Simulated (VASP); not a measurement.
C:

```
C
1.0
     0.00000    1.78337    1.78337
     1.78337    0.00000    1.78337
     1.78337    1.78337    0.00000
C
2
Direct
  0.75000 0.75000 0.75000
  0.50000 0.50000 0.50000
```

This isn't the form of C at room conditions, which is graphite.

Program: VASP 6.6.1. Alike in all runs: task band structure; potentials or basis VASP PAW PBE potentials, release 64 (C); no spin polarisation; cell as given; cutoff (eV) 520; smearing fermi-dirac 0.05 eV.

Task: Order these runs on this cell by their pressure, lowest first.
A. level SCAN; k mesh 13 × 13 × 13; further INCAR settings ALGO = Normal; EDIFF = 1e-06; mesh quality not flagged
B. level TPSSh; k mesh 7 × 7 × 7; further INCAR settings ALGO = Normal; EDIFF = 1e-06; grid for exact exchange (PRECFOCK) Normal; exchange at q = 0 truncated; mesh quality coarse
C. level TPSS; k mesh 13 × 13 × 13; further INCAR settings ALGO = Normal; EDIFF = 1e-07; mesh quality not flagged

Result: A (-4.2 GPa), B (-2.1 GPa), C (1.8 GPa).

Caveats: some runs use coarse meshes; the PAW data sets were made with another functional, which shifts forces and pressure a little.

Runs at the PBE level aren't shown here.
